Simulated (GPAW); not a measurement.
# Collinear magnetic orders of Fe3 on MgO3 001 with GPAW, part 2 of 2

Aim: find out whether Fe3 on MgO3 001 carries moments, and which collinear order costs least.

GPAW 26.7.0; PBE; plane waves with GPAW's PAW setups, scalar-relativistic.

So far. Step 2 (Order 1, typed as ferro +++): After 39 cycles the largest moment stands at 2.97 μB.

## 3. Order 2, typed as ferri ++-

Reversing part of the moments tests the sign of the couplings between them.

File order2.py:

```python
import json
import numpy as np
from ase import Atoms
from ase.parallel import paropen, parprint
from gpaw import GPAW

atoms = Atoms(['Mg', 'O', 'Mg', 'O', 'Mg', 'O', 'Fe', 'Fe', 'Fe'],
    cell=[[2.978334, 0.0, 0.0],
         [0.0, 2.978334, 0.0],
         [0.0, 0.0, 21.022]],
    scaled_positions=[[0.0, 0.0, 0.285415],
         [0.5, 0.5, 0.285415],
         [0.5, 0.5, 0.385596],
         [0.0, 0.0, 0.385596],
         [0.0, 0.0, 0.485777],
         [0.5, 0.5, 0.485777],
         [0.5, 0.5, 0.588051],
         [0.0, 0.0, 0.651318],
         [0.5, 0.5, 0.714585]],
    pbc=True,
    magmoms=[0.0, 0.0, 0.0, 0.0, 0.0, 0.0, 2.6, 2.6, -2.6])
atoms.calc = GPAW(mode={'name': 'pw', 'ecut': 600},
    xc='PBE',
    kpts={'size': (16, 16, 1), 'gamma': True},
    occupations={'name': 'fermi-dirac', 'width': 0.05},
    convergence={'density': 1e-05, 'energy': 1e-05},
    maxiter=250,
    mixer={'name': 'pulay', 'beta': 0.03, 'nmaxold': 8, 'weight': 100},
    symmetry={'tolerance': 1e-4},
    txt='order2.txt')
e = atoms.get_potential_energy(force_consistent=True)
res = {'free_energy': e, 'energy_sigma0': atoms.get_potential_energy(), 'fermi_energy': atoms.calc.get_fermi_level()}
res['moments'] = atoms.get_magnetic_moments().tolist()
res['total'] = atoms.get_magnetic_moment()
parprint('site moments (muB):', np.round(res['moments'], 3))
parprint(f"total moment: {res['total']:.3f} muB")
parprint(f'free energy: {e:.6f} eV')
atoms.calc.write('order2.gpw')
with paropen('results.json', 'w') as f:
    json.dump(res, f)
```

On the command line:

```sh
OMP_NUM_THREADS=1 mpirun -n 4 gpaw python order2.py > order2.log
```

What it wrote:

```text
site moments (muB): [ 0.000e+00  0.000e+00  2.000e-03  2.000e-03 -6.000e-03  2.600e-02
  2.773e+00  1.790e+00 -2.796e+00]
total moment: 1.675 muB
free energy: -59.935017 eV

--- order2.txt ---
Input parameters:
  mode=PW(ecut=600),
  convergence={'density': 1e-05, 'energy': 1e-05},
  kpts=MonkhorstPack(size=(16, 16, 1), gamma=True),
  maxiter=250,
  mixer=Pulay(name='pulay', nmaxold=8, beta=0.03, weight=100, sigma=0.015, g_ss=None),
  occupations=Occupations(name='fermi-dirac', width=0.05),
  symmetry=Symmetry(tolerance=0.0001),
  xc=XC(name='PBE')

Diagonalizing LCAO Hamiltonian
Converting LCAO to pw mode
   .------.
  /|      |
 * |      |
 | |      |
 | |      |
 | |      |
 | |      |
 | |      |
 | | Fe   |
 | |      |
 | |      |
 Fe|      |
 | | Fe   |
 | |      |
 | | O    |
 Mg|      |
 | |      |
 | | Mg   |
 O |      |
 | |      |
 | | O    |
 Mg|      |
 | |      |
 | |      |
 | |      |
 | |      |
 | .------.
 |/      /
 *------*

Atoms  # Å, Bohr magnetons
|   | symbol |        x |        y |         z |    initial magnetic moments |
|---|--------|----------|----------|-----------|-----------------------------|
| 0 |     Mg | 0.000000 | 0.000000 |  5.999994 | ( 0.0000,  0.0000,  0.0000) |
| 1 |      O | 1.489167 | 1.489167 |  5.999994 | ( 0.0000,  0.0000,  0.0000) |
| 2 |     Mg | 1.489167 | 1.489167 |  8.105999 | ( 0.0000,  0.0000,  0.0000) |
| 3 |      O | 0.000000 | 0.000000 |  8.105999 | ( 0.0000,  0.0000,  0.0000) |
| 4 |     Mg | 0.000000 | 0.000000 | 10.212004 | ( 0.0000,  0.0000,  0.0000) |
| 5 |      O | 1.489167 | 1.489167 | 10.212004 | ( 0.0000,  0.0000,  0.0000) |
| 6 |     Fe | 1.489167 | 1.489167 | 12.362008 | ( 0.0000,  0.0000,  2.6000) |
| 7 |     Fe | 0.000000 | 0.000000 | 13.692007 | ( 0.0000,  0.0000,  2.6000) |
| 8 |     Fe | 1.489167 | 1.489167 | 15.022006 | ( 0.0000,  0.0000, -2.6000) |

Unit cell  # Å
| periodic |        x |        y |         z |   lengths |    angles |
|----------|----------|----------|-----------|-----------|-----------|
|      yes | 2.978334 | 0.000000 |  0.000000 |  2.978334 | 90.000000 |
|      yes | 0.000000 | 2.978334 |  0.000000 |  2.978334 | 90.000000 |
|      yes | 0.000000 | 0.000000 | 21.022000 | 21.022000 | 90.000000 |

Number of symmetries: 8

BZ-sampling:
  Number of BZ points: 256
  Number of IBZ points: 45

  Monkhorst-Pack size: [16, 16, 1]
  Monkhorst-Pack shift: [0.03125, 0.03125, 0.0]

Plane wave coefficients: 6282
Cutoff: 600.0 eV

Spin-components: 2 (collinear spins)
Bands:           49
Projectors:      48
Spin-degeneracy: 1
Datatype:        complex128

Parallelization:
  kpt:    4
  domain: 1
  band:   1

Density:
  Valence electrons: 72.0
  Components: 2
  Grid points: [ 18  18 120]
  Charge: 0.0  # |e|

Potential:
  Grid points: [ 18  18 120]

[... setups left out ...]
Reference energy: -126329.855369  # eV

eigensolver:
  PPCG
  Converge bands: occupied
  niter=2

density mixing:
  Pulay-Mixer
  Linear mixing parameters: 0.03
  Old densities: 8
  Fourier metric: weight=100, sigma=0.015

occupation numbers:
  Fermi-Dirac:
    width: 0.0500  # eV

poisson solver:
  ecut: 4800.0  # eV

xc functional:
  name: PBE with 2 nearest neighbor stencil

convergence criteria:
- Maximum integral of absolute [dens]ity change: 1e-05 electrons / valence electron
- Maximum [total energy] change in last 3 cyles: 1e-05 eV / valence electron
- Maximum integral of absolute [eigenst]ate change: 4e-08 eV^2 / valence electron
maximum number of iterations: 250

SCF iterations
|iter     |      energy | eigst |  dens |  magmom |
|---------|-------------|-------|-------|---------|
|iter:   1|       0s |  -65.186059 | +0.43 |       |  +2.6047|
|iter:   2|      13s |  -64.072837 | -1.05 | -0.88 |  +2.5670|
|iter:   3|      26s |  -63.376021 | -1.57 | -0.95 |  +2.5633|
|iter:   4|      39s |  -62.078174 | -1.41 | -1.00 |  +2.5352|
|iter:   5|      52s |  -59.813688 | -0.28 | -1.06 |  +2.4621|
|iter:   6|      65s |  -59.798848 | -1.85 | -1.30 |  +2.4604|
|iter:   7|      78s |  -59.766692 | -2.78 | -1.32 |  +2.4510|
|iter:   8|      91s |  -59.807365 | -2.03 | -1.35 |  +2.4004|
|iter:   9|     104s |  -59.878268 | -2.37 | -1.41 |  +2.3734|
|iter:  10|     117s |  -59.901269 | -1.86 | -1.50 |  +2.3065|
[... 44 iterations left out ...]
|iter:  55|     685s |  -59.914795c| -7.50c| -4.26 |  +1.6768|
|iter:  56|     698s |  -59.914799c| -7.51c| -4.32 |  +1.6758|
|iter:  57|     704s |  -59.914799c| -7.65c| -4.39 |  +1.6753|
|iter:  58|     717s |  -59.914802c| -7.66c| -4.40 |  +1.6745|
|iter:  59|     723s |  -59.914800c| -7.73c| -4.57 |  +1.6749|
|iter:  60|     729s |  -59.914799c| -8.16c| -4.61 |  +1.6750|
|iter:  61|     735s |  -59.914800c| -7.93c| -4.63 |  +1.6750|
|iter:  62|     741s |  -59.914801c| -7.99c| -4.81 |  +1.6747|
|iter:  63|     747s |  -59.914801c| -8.32c| -4.98 |  +1.6748|
|iter:  64|     753s |  -59.914802c| -8.30c| -5.01c|  +1.6747|

Converged in 64 steps
Energy contributions relative to reference atoms: (reference = -126329.855369)

Energy contributions:
  Kinetic:          49.693314
  Coulomb:         -41.714574
  Zero:              0.446322
  External:          0.000000
  Xc:              -68.319648
  Entropy:          -0.040431
  Spinorbit:         0.000000
  ----------------------------
  Free energy:     -59.935017
  Extrapolated:    -59.914802

dipole moment: (-24.190441, -24.190441, -0.276407)  # |e|*Ang

Total magnetic moment: (0.000000, 0.000000, 1.674651)

Local magnetic moments
|        x |        y |         z |
|----------|----------|-----------|
| 0.000000 | 0.000000 |  0.000111 |  # Mg   0
| 0.000000 | 0.000000 |  0.000122 |  # O    1
| 0.000000 | 0.000000 |  0.001739 |  # Mg   2
| 0.000000 | 0.000000 |  0.001603 |  # O    3
| 0.000000 | 0.000000 | -0.006497 |  # Mg   4
| 0.000000 | 0.000000 |  0.025674 |  # O    5
| 0.000000 | 0.000000 |  2.772761 |  # Fe   6
| 0.000000 | 0.000000 |  1.790372 |  # Fe   7
| 0.000000 | 0.000000 | -2.796316 |  # Fe   8

Fermi level: 3.003
Eigenvalues  # (at kpt = [0.000, 0.000, 0.000])
| band index |      eig [eV] | occ [0-1] |      eig [eV] | occ [0-1] |
|------------|---------------|-----------|---------------|-----------|
|          0 |       -73.187 |     1.000 |       -73.187 |     1.000 |
|        ... |               |           |               |           |
|         29 |         0.720 |     1.000 |         0.573 |     1.000 |
|         30 |         0.720 |     1.000 |         0.851 |     1.000 |
|         31 |         0.790 |     1.000 |         1.397 |     1.000 |
|         32 |         1.562 |     1.000 |         1.507 |     1.000 |
|         33 |         1.562 |     1.000 |         2.680 |     0.998 |
|         34 |         2.125 |     1.000 |         2.680 |     0.998 |
|         35 |         2.182 |     1.000 |         2.884 |     0.915 |
|         36 |         2.843 |     0.961 |         3.344 |     0.001 |
|         37 |         3.227 |     0.011 |         3.711 |     0.000 |
|         38 |         3.354 |     0.001 |         3.897 |     0.000 |
|         39 |         3.515 |     0.000 |         3.897 |     0.000 |
|         40 |         3.515 |     0.000 |         4.440 |     0.000 |
|         41 |         3.965 |     0.000 |         4.500 |     0.000 |
|         42 |         4.245 |     0.000 |         4.663 |     0.000 |
|         43 |         5.614 |     0.000 |         5.619 |     0.000 |
|        ... |               |           |               |           |
|         48 |        10.489 |     0.000 |        10.474 |     0.000 |

No gap
No difference between direct/indirect transitions
```

Wall time 13 min (4 MPI ranks of Arm Neoverse V1, shared host); peak memory 1.5 GiB; 52 min of CPU time.

Spin moment in the augmentation sphere by atom:

```tsv
atom	spin moment in the augmentation sphere (μB)
Mg1	0.00
O2	0.00
Mg3	0.00
O4	0.00
Mg5	-0.01
O6	0.03
Fe7	2.77
Fe8	1.79
Fe9	-2.80
```

This step gave:

```yaml
magnetization: 1.675 μB
final_state: ferrimagnetic
```

It lies 176 meV a seeded atom over the first start, and its largest moment is 2.80 μB against 2.97 μB.

## 4. Order 3, typed as no spin polarisation

A run without seeds gives the energy of the state without moments.

nospin.py is the script of step 3 with these lines changed:

```diff
@@ -19,4 +19,3 @@
          [0.5, 0.5, 0.714585]],
-    pbc=True,
-    magmoms=[0.0, 0.0, 0.0, 0.0, 0.0, 0.0, 2.6, 2.6, -2.6])
+    pbc=True)
 atoms.calc = GPAW(mode={'name': 'pw', 'ecut': 600},
@@ -29,11 +28,7 @@
     symmetry={'tolerance': 1e-4},
-    txt='order2.txt')
+    txt='nospin.txt')
 e = atoms.get_potential_energy(force_consistent=True)
 res = {'free_energy': e, 'energy_sigma0': atoms.get_potential_energy(), 'fermi_energy': atoms.calc.get_fermi_level()}
-res['moments'] = atoms.get_magnetic_moments().tolist()
-res['total'] = atoms.get_magnetic_moment()
-parprint('site moments (muB):', np.round(res['moments'], 3))
-parprint(f"total moment: {res['total']:.3f} muB")
 parprint(f'free energy: {e:.6f} eV')
-atoms.calc.write('order2.gpw')
+atoms.calc.write('nospin.gpw')
 with paropen('results.json', 'w') as f:
```

On the command line:

```sh
OMP_NUM_THREADS=1 mpirun -n 4 gpaw python nospin.py > nospin.log
```

What it wrote:

```text
free energy: -58.402340 eV

--- nospin.txt ---
Input parameters:
  mode=PW(ecut=600),
  convergence={'density': 1e-05, 'energy': 1e-05},
  kpts=MonkhorstPack(size=(16, 16, 1), gamma=True),
  maxiter=250,
  mixer=Pulay(name='pulay', nmaxold=8, beta=0.03, weight=100, sigma=0.015, g_ss=None),
  occupations=Occupations(name='fermi-dirac', width=0.05),
  symmetry=Symmetry(tolerance=0.0001),
  xc=XC(name='PBE')

[...]
|        ... |               |           |
|         29 |         1.423 |     2.000 |
|         30 |         1.597 |     2.000 |
|         31 |         1.597 |     2.000 |
|         32 |         2.058 |     2.000 |
[...]
|         42 |         4.382 |     0.000 |
|         43 |         5.515 |     0.000 |
|         44 |         6.533 |     0.000 |
|        ... |               |           |
|         47 |         8.734 |     0.000 |

No gap
No difference between direct/indirect transitions

[key lines of the parts left out:]
Free energy:     -58.402340
Converged in 32 steps
dipole moment: (-24.218817, -24.218817, -0.298941)  # |e|*Ang
Fermi level: 2.762
```

Wall time 3.2 min (4 MPI ranks); peak memory 1.2 GiB.

Numbers from this step:

```
final state : non-magnetic (no spin polarisation)
```

It lies 686 meV a seeded atom over the first start.

## 5. The states side by side

These are free energies at a smearing of 0.05 eV, so its entropy term is in the differences. They are divided by the number of seeded atoms, so that cells of unlike size compare.

Orders:

```tsv
start	final state	typed order kept	energy over the lowest (meV a seeded atom)	largest site moment (μB)	net moment (μB a primitive cell)	mesh matched	CPU time (s)
ferro +++	ferromagnetic	yes	0	2.972	8.525	yes	1906
ferri ++-	ferrimagnetic	yes	175.5	2.796	1.675	yes	3096
no spin polarisation	non-magnetic	-	686.4	0	0	yes	772.2
```

## 6. Summary of results

```
lowest state found                 : ferromagnetic (typed ferro +++)
largest site moment                : 2.97 μB
next state                         : ferrimagnetic, 176 meV a seeded atom higher
energy gained by spin polarisation : 686 meV a seeded atom
```

In words: The lowest state found is ferromagnetic, reached from the start ferro +++, with moments up to 2.97 μB. The next state costs 176 meV a seeded atom. Only 3 starts are shown; other collinear patterns, canted and longer-period orders are not.

[Logs and program files are shortened in this print: banners, set-up blocks, solver, clock and traceback lines can be left out without a mark of their own.]

[Logs are printed without paths, hosts, clocks, repeated set-up lines and the standing remarks that a program may print on its own settings, such as how far it seeks lower states.]

[Hosts, paths, dates, database ids (printed as entryN), source tags and the programs' standing remarks are cut or masked in the printed files.]

[Where a cell is said to come from a database of computed structures, the database is the Materials Project.]
